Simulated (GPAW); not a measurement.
Here is a GPAW 26.7.0 calculation.

run.py

```python
from ase import Atoms
from ase.dft.bandgap import bandgap
from ase.io import write
from ase.units import GPa
from gpaw import GPAW, PW, setup_paths

setup_paths.insert(0, '.')

atoms = Atoms(['Hf', 'C'],
              cell=[[0.0, 2.325, 2.325],
                    [2.325, 0.0, 2.325],
                    [2.325, 2.325, 0.0]],
              scaled_positions=[[0.488724, 0.508325, 0.488419],
                                [-0.009852, 0.0191, -0.006335]],
              pbc=True)

calc = GPAW(mode=PW(800),
            xc='PBEsol',
            kpts={'size': (10, 10, 10), 'gamma': True},
            occupations={'name': 'fermi-dirac', 'width': 0.05},
            nbands=18,
            convergence={'density': 1e-05, 'energy': 1e-05},
            maxiter=150,
            txt='gpaw.txt')
atoms.calc = calc
energy = atoms.get_potential_energy()
forces = atoms.get_forces()
stress = atoms.get_stress()
calc.write('gs.gpw')
write('result.traj', atoms)
print(f'Energy: {energy:.6f} eV')
print('Forces (eV/A):')
print(forces.round(4))
print('Stress (GPa):', (stress / GPa).round(3))
print('Fermi level:', round(calc.get_fermi_level(), 4), 'eV')
print(f'Gap: {bandgap(calc)[0]:.4f} eV, direct: {bandgap(calc, direct=True)[0]:.4f} eV')
```

Potentials or basis: PAW data sets generated in the run's folder for this functional, pw.

Launch:

```sh
$ gpaw-setup -f PBEsol C Hf
$ OMP_NUM_THREADS=1 python run.py
```

Problem. What does it give for the largest force?

Solution. 0.384 eV/Å.

Problem. Estimate the pressure.

Solution. -5.1 GPa.

Stress tensor (GPa, compression positive):
```
-4.91 -0.09 -0.17
-0.09 -5.23 -0.07
-0.17 -0.07 -5.07
```

The run has no spin-orbit coupling, so splittings on Hf are missing.
